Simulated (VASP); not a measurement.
Runs of VASP 6.6.1 on CsPbCl3. The structure is cubic, space group Pm-3m (No. 221). The conventional cell has a = 5.605 Å, b = 5.605 Å, c = 5.605 Å, α = 90.00°, β = 90.00°, γ = 90.00°. Around Pb (site symmetry m-3m) lie 6 Cl at 2.80 Å. Around Cs (site symmetry m-3m) lie 12 Cl at 3.96 Å. Around Cl (site symmetry 4/mmm) lie 2 Pb at 2.80 Å. 

```csv
level,potentials or basis,gap on the mesh (eV)
LDA,"VASP PAW LDA potentials, release 64 (Pb_d, Cs_sv, Cl)",1.71
PBE,"VASP PAW PBE potentials, release 64 (Pb_d, Cs_sv, Cl)",(a)
PBEsol,"VASP PAW PBE potentials, release 64 (Pb_d, Cs_sv, Cl)",1.81
r2SCAN,"VASP PAW PBE potentials, release 64 (Pb_d, Cs_sv, Cl)",2.31
```

Alike in all rows: task band structure; no spin polarisation; cell as given; k mesh 6 × 6 × 6; cutoff (eV) 520; smearing gaussian 0.02 eV.

**Question.** Fill in the values left out.

**Answer.** (a) 1.94.

Caveats: spin-orbit coupling is left out, which as a rule narrows the gap of such compounds by several tenths of an eV.

A k mesh can miss the band edges, and the runs leave out spin-orbit coupling on Cs, Pb.
